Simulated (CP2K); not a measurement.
Runs of CP2K 2026.2 on BN. Symmetry: Fmm2, No. 42, orthorhombic system. The conventional cell has a = 2.503 Å, b = 6.991 Å, c = 4.332 Å, α = 90.00°, β = 90.00°, γ = 90.00°. Around N (site symmetry mm2) lie 3 B at 1.44 Å. B (site symmetry mm2) has 3 N at 1.44 Å as nearest neighbours. Measurements of this composition are mostly on another form, of space group No. 194.

```tsv
level	cutoff of the non-local correlation (Ry)	gap on the mesh (eV)	pressure (GPa)	largest force (eV/Å)
RPBE	-	4.02	(c)	0.02
vdW-DF-cx	150 Ry	3.86	1.9	(a)
r2SCAN	-	4.41	0.3	0.02
AM05	-	3.83	(b)	0.01
LDA	-	(d)	2.1	0.01
PBEsol	-	3.78	2.5	0.01
```

Alike in all rows: task single point; potentials or basis POTENTIAL_UZH N GTH-PBE-q5, B GTH-PBE-q3; TZVP-MOLOPT-PBE-GTH basis; no spin polarisation; cell as given; k mesh 13 × 13 × 13; smearing fermi-dirac 0.05 eV.

Problem. Fill in the values left out.

Solution. (a) 0.04; (b) 3.1; (c) 4.4; (d) 3.69.

Caveats: the potentials were made for another functional, which shifts forces and pressure; an odd mesh through Γ misses points on the zone boundary, where band edges often lie; the basis of atomic orbitals isn't converged, which shifts pressures, moduli and gaps.

Runs at the PBE level aren't shown here.
